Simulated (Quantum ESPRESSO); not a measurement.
## Pb in Quantum ESPRESSO: the effect of functional

Crystal: Pb.

```
Pb
1.0
    -1.97966    1.97966    1.97966
     1.97966   -1.97966    1.97966
     1.97966    1.97966   -1.97966
Pb
1
Direct
  0.00000 0.00000 0.00000
```

This isn't the form of Pb at room conditions, which is fcc.

Alike in all runs:

```yaml
Program: Quantum ESPRESSO 7.5
Task: phonons
Cutoff: 612 eV
Density_cutoff: 4898 eV
k_mesh: 6 × 6 × 6
Occupations: cold, width 0.2 eV
Spin: no spin polarisation
```

Each run relaxes the cell or the atoms first.

| functional | potentials or basis | relaxed volume (Å³/atom) | highest phonon frequency (cm⁻¹) |
| --- | --- | --- | --- |
| LDA | GBRV 1.5 LDA | 28.50 | 66 |
| PBE | GBRV 1.5 PBE | 31.47 | 61 |
| PBEsol | GBRV 1.5 PBEsol | 29.44 | 66 |
| BLYP | GBRV 1.5 PBE | ? | ? |
| revPBE | GBRV 1.5 PBE | 32.40 | 58 |
| WC | GBRV 1.5 PBE | 29.55 | 66 |
| vdW-DF-cx | GBRV 1.5 PBE | 29.57 | 69 |

Question: What does the run with functional BLYP give?

Answer: Relaxed volume 34.33 Å³/atom; highest phonon frequency 50 cm⁻¹.

Caveats: all runs use coarse meshes; the mesh is thin for the phonons of a metal; the potentials were made for another functional, which shifts forces and pressure (some runs).
